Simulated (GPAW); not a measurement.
# Sb (Pm-3m) in GPAW: single point with LDA

Aim: the single point of Sb with LDA.

Program: GPAW 26.7.0. These are calculated values, not measurements. Logs are shortened: lines on timing, memory, paths and dates and some standing lists are left out, and cuts for length are marked. The log counts tension as positive stress, the text compression.

### 1 Starting point

The structure is cubic, space group Pm-3m (No. 221). The conventional cell has a = 3.160 Å, b = 3.160 Å, c = 3.160 Å, α = 90.00°, β = 90.00°, γ = 90.00°. Around Sb (site symmetry m-3m) lie 6 Sb at 3.16 Å.

This isn't the form of Sb at room conditions, which is rhombohedral.

### 2 Single point, LDA

Contents of run.py:

```python
from ase import Atoms
from ase.dft.bandgap import bandgap
from ase.io import write
from ase.units import GPa
from gpaw import GPAW, PW

atoms = Atoms(['Sb'],
              cell=[[3.16, 0.0, 0.0],
                    [0.0, 3.16, 0.0],
                    [0.0, 0.0, 3.16]],
              scaled_positions=[[0.0, 0.0, 0.0]],
              pbc=True)

calc = GPAW(mode=PW(450),
            xc='LDA',
            kpts={'size': (7, 7, 7), 'gamma': True},
            occupations={'name': 'fermi-dirac', 'width': 0.05},
            nbands=15,
            maxiter=120,
            txt='gpaw.txt')
atoms.calc = calc
energy = atoms.get_potential_energy()
forces = atoms.get_forces()
stress = atoms.get_stress()
calc.write('gs.gpw')
write('result.traj', atoms)
print(f'Energy: {energy:.6f} eV')
print('Forces (eV/A):')
print(forces.round(4))
print('Stress (GPa):', (stress / GPa).round(3))
print('Fermi level:', round(calc.get_fermi_level(), 4), 'eV')
print(f'Gap: {bandgap(calc)[0]:.4f} eV, direct: {bandgap(calc, direct=True)[0]:.4f} eV')
```

Potentials or basis: the program's PAW data sets (release 1.2.1) made for this functional, pw.

Started as:

```
> OMP_NUM_THREADS=1 python run.py
```

gpaw.txt:

```text
__  _  _
 | _ |_)|_||  |
 |__||  | ||/\| - 26.7.0

Input parameters:
  mode=PW(ecut=450.00000000000006),
  kpts=MonkhorstPack(size=(7, 7, 7), gamma=True),
  maxiter=120,
  nbands=15,
  occupations=Occupations(name='fermi-dirac', width=0.05),
  xc=XC(name='LDA')

Diagonalizing LCAO Hamiltonian
Converting LCAO to pw mode
   .-------.
  /|       |
 * |       |
 | |       |
 | .-------.
 |/       /
 Sb------*

Atoms  # Å, Bohr magnetons
|   | symbol |        x |        y |        z |    initial magnetic moments |
|---|--------|----------|----------|----------|-----------------------------|
| 0 |     Sb | 0.000000 | 0.000000 | 0.000000 | ( 0.0000,  0.0000,  0.0000) |

Unit cell  # Å
| periodic |        x |        y |        z |  lengths |    angles |
|----------|----------|----------|----------|----------|-----------|
|      yes | 3.160000 | 0.000000 | 0.000000 | 3.160000 | 90.000000 |
|      yes | 0.000000 | 3.160000 | 0.000000 | 3.160000 | 90.000000 |
|      yes | 0.000000 | 0.000000 | 3.160000 | 3.160000 | 90.000000 |

Number of symmetries: 48
Symmetry operations  # r_c * U_cc + t_c -> r_c
|    | kind |            matrix            |
|----|------|------------------------------|
|  0 |  E   |  1, 0, 0,  0, 1, 0,  0, 0, 1 |
|  1 |  σ   |  1, 0, 0,  0, 1, 0,  0, 0,-1 |
|  2 |  σ   |  1, 0, 0,  0, 0, 1,  0, 1, 0 |
|  3 |  C4  |  1, 0, 0,  0, 0, 1,  0,-1, 0 |
|  4 |  C4  |  1, 0, 0,  0, 0,-1,  0, 1, 0 |
|  5 |  σ   |  1, 0, 0,  0, 0,-1,  0,-1, 0 |
|  6 |  σ   |  1, 0, 0,  0,-1, 0,  0, 0, 1 |
|  7 |  C2  |  1, 0, 0,  0,-1, 0,  0, 0,-1 |
|  8 |  σ   |  0, 1, 0,  1, 0, 0,  0, 0, 1 |
|  9 |  C2  |  0, 1, 0,  1, 0, 0,  0, 0,-1 |
| 10 |  C3  |  0, 1, 0,  0, 0, 1,  1, 0, 0 |
| 11 |  S6  |  0, 1, 0,  0, 0, 1, -1, 0, 0 |
| 12 |  S6  |  0, 1, 0,  0, 0,-1,  1, 0, 0 |
| 13 |  C3  |  0, 1, 0,  0, 0,-1, -1, 0, 0 |
| 14 |  C4  |  0, 1, 0, -1, 0, 0,  0, 0, 1 |
| 15 |  S4  |  0, 1, 0, -1, 0, 0,  0, 0,-1 |
| 16 |  C3  |  0, 0, 1,  1, 0, 0,  0, 1, 0 |
| 17 |  S6  |  0, 0, 1,  1, 0, 0,  0,-1, 0 |
| 18 |  σ   |  0, 0, 1,  0, 1, 0,  1, 0, 0 |
| 19 |  C4  |  0, 0, 1,  0, 1, 0, -1, 0, 0 |
| 20 |  C2  |  0, 0, 1,  0,-1, 0,  1, 0, 0 |
| 21 |  S4  |  0, 0, 1,  0,-1, 0, -1, 0, 0 |
| 22 |  S6  |  0, 0, 1, -1, 0, 0,  0, 1, 0 |
| 23 |  C3  |  0, 0, 1, -1, 0, 0,  0,-1, 0 |
| 24 |  S6  |  0, 0,-1,  1, 0, 0,  0, 1, 0 |
| 25 |  C3  |  0, 0,-1,  1, 0, 0,  0,-1, 0 |
| 26 |  C4  |  0, 0,-1,  0, 1, 0,  1, 0, 0 |
| 27 |  σ   |  0, 0,-1,  0, 1, 0, -1, 0, 0 |
| 28 |  S4  |  0, 0,-1,  0,-1, 0,  1, 0, 0 |
| 29 |  C2  |  0, 0,-1,  0,-1, 0, -1, 0, 0 |
| 30 |  C3  |  0, 0,-1, -1, 0, 0,  0, 1, 0 |
| 31 |  S6  |  0, 0,-1, -1, 0, 0,  0,-1, 0 |
| 32 |  C4  |  0,-1, 0,  1, 0, 0,  0, 0, 1 |
| 33 |  S4  |  0,-1, 0,  1, 0, 0,  0, 0,-1 |
| 34 |  S6  |  0,-1, 0,  0, 0, 1,  1, 0, 0 |
| 35 |  C3  |  0,-1, 0,  0, 0, 1, -1, 0, 0 |
| 36 |  C3  |  0,-1, 0,  0, 0,-1,  1, 0, 0 |
| 37 |  S6  |  0,-1, 0,  0, 0,-1, -1, 0, 0 |
| 38 |  σ   |  0,-1, 0, -1, 0, 0,  0, 0, 1 |
| 39 |  C2  |  0,-1, 0, -1, 0, 0,  0, 0,-1 |
| 40 |  σ   | -1, 0, 0,  0, 1, 0,  0, 0, 1 |
| 41 |  C2  | -1, 0, 0,  0, 1, 0,  0, 0,-1 |
| 42 |  C2  | -1, 0, 0,  0, 0, 1,  0, 1, 0 |
| 43 |  S4  | -1, 0, 0,  0, 0, 1,  0,-1, 0 |
| 44 |  S4  | -1, 0, 0,  0, 0,-1,  0, 1, 0 |
| 45 |  C2  | -1, 0, 0,  0, 0,-1,  0,-1, 0 |
| 46 |  C2  | -1, 0, 0,  0,-1, 0,  0, 0, 1 |
| 47 |  i   | -1, 0, 0,  0,-1, 0,  0, 0,-1 |

BZ-sampling:
  Number of BZ points: 343
  Number of IBZ points: 20

  Monkhorst-Pack size: [7, 7, 7]
  Monkhorst-Pack shift: [0, 0, 0]

K-points  # in reciprocal-cell coordinates
|     |                                coordinates |     weight |
|-----|--------------------------------------------|------------|
|   0 | (  0.00000000,   0.00000000,   0.00000000) | 0.00291545 |
|   1 | (  0.14285714,   0.00000000,   0.00000000) | 0.01749271 |
|   2 | (  0.14285714,   0.14285714,   0.00000000) | 0.03498542 |
|   3 | (  0.14285714,   0.14285714,   0.14285714) | 0.02332362 |
|   4 | (  0.28571429,   0.00000000,   0.00000000) | 0.01749271 |
|   5 | (  0.28571429,   0.14285714,   0.00000000) | 0.06997085 |
|   6 | (  0.28571429,   0.14285714,   0.14285714) | 0.06997085 |
|   7 | (  0.28571429,   0.28571429,   0.00000000) | 0.03498542 |
|   8 | (  0.28571429,   0.28571429,   0.14285714) | 0.06997085 |
|   9 | (  0.28571429,   0.28571429,   0.28571429) | 0.02332362 |
| ... |                                            |            |
|  19 | (  0.42857143,   0.42857143,   0.42857143) | 0.02332362 |

Plane wave coefficients: 696
Cutoff: 450.00000000000006 eV

Spin-components: 1 (collinear spins)
Bands:           15
Projectors:      6
Spin-degeneracy: 2
Datatype:        complex128

Parallelization:
  kpt:    1
  domain: 1
  band:   1

Density:
  Valence electrons: 15.0
  Components: 1
  Grid points: [16 16 16]
  Charge: 0.0  # |e|

Potential:
  Grid points: [16 16 16]

species:
  Sb:
    name:    Antimony
    Z:       51.0
    valence: 15
    core:    36
    charge:  0.0  # [|e|]
    compensation charges:
      type: gauss
      rc: 0.36  # [Å]
      lmax: 2
    cutoffs:
      filter: 2.23  # [Å]
      core: 2.23  # [Å]
    projectors
    | kind |    occ | energy [eV] | rcut [Å] |
    |------|--------|-------------|----------|
    |   5s |  2.000 |     -13.069 |    1.154 |
    |   5p |  3.000 |      -4.994 |    1.233 |
    |   4d | 10.000 |     -33.564 |    1.196 |
    |    s |        |      14.142 |    1.154 |
    |    p |        |      22.217 |    1.233 |
    |    d |        |      -6.353 |    1.196 |

    Using partial waves for Sb as LCAO basis

Reference energy: -176132.436306  # eV

eigensolver:
  PPCG
  Converge bands: occupied
  niter=2

density mixing:
  MSR1-Mixer
  Pratt-step length: 0.05
  Maximum mixing coefficient: 0.75
  Old densities: 10
  SVD Regularization: 0.005
  Good broyden scale: 1.0
  Trust region scale: 1.0
  Backstep threshold: 4.0
  History deletion threshold: 6.0
  Fourier metric: weight=20.0, sigma=0.015

occupation numbers:
  Fermi-Dirac:
    width: 0.0500  # eV

poisson solver:
  ecut: 3600.0000000000005  # eV

xc functional:
  name: None

convergence criteria:
- Maximum [total energy] change in last 3 cyles: 0.0005 eV / valence electron
- Maximum integral of absolute [dens]ity change: 0.0001 electrons / valence electron
- Maximum integral of absolute [eigenst]ate change: 4e-08 eV^2 / valence electron
maximum number of iterations: 120

SCF iterations
|iter     | |      energy | eigst |  dens |
|---------|-|-------------|-------|-------|
|iter:   1| |   -5.000965 | +0.05 |       |
|iter:   2| |   -5.002275 | -2.26 | -1.78 |
|iter:   3| |   -4.997008c| -3.01 | -1.80 |
|iter:   4| |   -4.997091c| -3.98 | -2.33 |
|iter:   5| |   -4.997124c| -5.28 | -3.04 |
|iter:   6| |   -4.997128c| -6.59 | -3.65 |
|iter:   7| |   -4.997128c| -7.75c| -4.46c|

Converged in 7 steps
Energy contributions relative to reference atoms: (reference = -176132.436306)

Energy contributions:
  Kinetic:          -3.825519
  Coulomb:           2.457978
  Zero:              0.202299
  External:          0.000000
  Xc:               -3.829685
  Entropy:          -0.004400
  Spinorbit:         0.000000
  ----------------------------
  Free energy:      -4.999328
  Extrapolated:     -4.997128

dipole moment: (-11.495225, -11.495225, -11.495225)  # |e|*Ang

Fermi level: 5.633
Eigenvalues  # (at kpt = [0.000, 0.000, 0.000])
| band index |      eig [eV] | occ [0-2] |
|------------|---------------|-----------|
|          0 |       -23.183 |     2.000 |
|          1 |       -23.183 |     2.000 |
|          2 |       -23.036 |     2.000 |
|          3 |       -23.036 |     2.000 |
|          4 |       -23.036 |     2.000 |
|          5 |        -6.200 |     2.000 |
|          6 |         8.869 |     0.000 |
|          7 |         8.869 |     0.000 |
|          8 |         8.869 |     0.000 |
|          9 |        12.965 |     0.000 |
|         10 |        12.965 |     0.000 |
|         11 |        13.622 |     0.000 |
|         12 |        25.918 |     0.000 |
|         13 |        25.945 |     0.000 |
|         14 |        25.953 |     0.000 |

No gap
No difference between direct/indirect transitions

Forces  # eV/Ang
|       x |       y |       z |
|---------|---------|---------|
| 0.00000 | 0.00000 | 0.00000 |  # Sb   0

Stress tensor  # eV/Ang^3
|         x |         y |        z |
|-----------|-----------|----------|
|  0.048276 | -0.000000 | 0.000000 |
| -0.000000 |  0.048276 | 0.000000 |
|  0.000000 |  0.000000 | 0.048276 |

# Writing to gs.gpw (mode='')
```

Run time: 2.9 s. Hardware: 1 thread of Arm Neoverse V2, shared host; peak memory 0.12 GiB.

What came out:

* Free energy: -4.9993 eV
* Pressure: -7.7 GPa
* Band gap on the k mesh: none (metal or under the smearing width)

Caveat: the cutoff is short for stress and forces, so pressures can be off by a GPa or more.
